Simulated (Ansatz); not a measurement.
SrO in the rocksalt structure

**What was measured.** A measured cell of cubic SrO (space group Fm-3m) at 298 K, from the Crystallography Open Database (2009, doi:10.1039/b820173k), has a = 5.161 Å and 17.19 Å³/atom.

Computed with Ansatz (plane waves, PAW, 420 eV cutoff): PBE, scalar-relativistic, no spin polarisation, Γ-centred 12×12×12 mesh, 0.05 eV Gaussian smearing; PAW files: Ansatz's generated set soft_2.

```xyz
2
Lattice="0.0000 2.5975 2.5975 2.5975 0.0000 2.5975 2.5975 2.5975 0.0000" Properties=species:S:1:pos:R:3 pbc="T T T"
Sr    2.5975    2.5975    2.5975
O     0.0000    0.0000    0.0000
```

The start was a prototype's sites filled with these elements; the Crystallography Open Database holds the compound in this structure.

The cell above was scaled in volume, its shape and atoms being fixed by the lattice's symmetry. Energies are counted from the cell above.

Cell and atoms are those of this level's equilibrium.

| V (Å³/atom) | ΔE (meV/atom) | P from the stress (GPa) |
| --- | --- | --- |
| 16.562 | 15.51 | 5.43 |
| 16.825 | 7.97 | 3.78 |
| 17.175 | 1.91 | 1.79 |
| 17.526 | 0.00 | 0.00 |
| 17.876 | 1.76 | -1.60 |
| 18.227 | 6.88 | -3.04 |
| 18.752 | 19.98 | -4.92 |
| 19.278 | 38.83 | -6.51 |

**Question.** Do the energies and the pressures agree? Compare −ΔE/ΔV between neighbouring points (1 meV/Å³ = 0.1602 GPa) with the mean of their pressures.

**Answer.** 
| interval (Å³/atom) | −ΔE/ΔV (GPa) | mean P (GPa) |
| --- | --- | --- |
| 16.56 to 16.82 | 4.6 | 4.6 |
| 16.82 to 17.18 | 2.8 | 2.8 |
| 17.18 to 17.53 | 0.9 | 0.9 |
| 17.53 to 17.88 | -0.8 | -0.8 |
| 17.88 to 18.23 | -2.3 | -2.3 |
| 18.23 to 18.75 | -4.0 | -4.0 |
| 18.75 to 19.28 | -5.7 | -5.7 |
They differ by 0.03 GPa at most.

**Question.** What do the two routes give for V0, B0 and B0′?

**Answer.** A third-order Birch–Murnaghan fit of the energies: V0 = 17.53 Å³/atom, B0 = 85 GPa, B0′ = 4.5. A polynomial of P in ln V, with B = −dP/d ln V at P = 0: V0 = 17.53 Å³/atom, B0 = 85 GPa, B0′ = 4.5.

B0·V0 = 84.5 GPa × 17.53 Å³ = 9.24 eV/atom sets the scale: near the minimum ΔE ≈ ½ B0 V0 x², with x = V/V0 − 1, and a pressure of 0.8 GPa squeezes the volume by about 1 %. At the ends of the curve: x = −5.5 % predicts 14.0 meV/atom and the run gives 15.5; x = +10.0 % predicts 46.2 meV/atom and the run gives 38.8. Compression costs more and expansion less than the parabola says, since the crystal stiffens as it shrinks; B0′ measures that.

**Against experiment.** PBE gives 5.195 Å and 17.53 Å³/atom, +2.0 % in volume (+0.7 % in length) from the database's cell. PBE usually overestimates volumes by a few per cent. The static lattice also lacks zero-point motion and thermal expansion, roughly 0.8 to 2.1 % in volume at 298 K by Grüneisen's rule, γ·3k_BT/(B0·V0) with γ of 1 to 2.5, so its own overestimate is larger than the figure.

